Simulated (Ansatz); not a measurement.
**NaF (P6_3/mmc) at 3 levels of theory**

One geometry, relaxed with PBE; plane waves with PAW potentials in Ansatz, scalar-relativistic. No spin polarisation. Gaps are the least over mesh and band path; pressure is positive in compression, and isn't given for hybrids.

```
Na F
1.0
     3.25488    0.00000    0.00000
    -1.62744    2.81881    0.00000
     0.00000    0.00000    5.69575
Na F
2 2
Direct
  0.00000 0.00000 0.00000
  0.00000 0.00000 0.50000
  0.33333 0.66667 0.25000
  0.66667 0.33333 0.75000
```

```
level  cutoff (eV)   k mesh  gap (eV)  pressure (GPa)
  PBE          420  12×12×4      5.98             0.0
```

Task: What comes out on the same cell with r2SCAN, HSE06?

Result:
```
 level  cutoff (eV)   k mesh  gap (eV)  pressure (GPa)
r2SCAN          500  12×12×4      6.80            -3.2
 HSE06          420    6×6×4      8.12               -
```

The structure comes from a generated guess; another structure or a mixture of phases may lie lower.
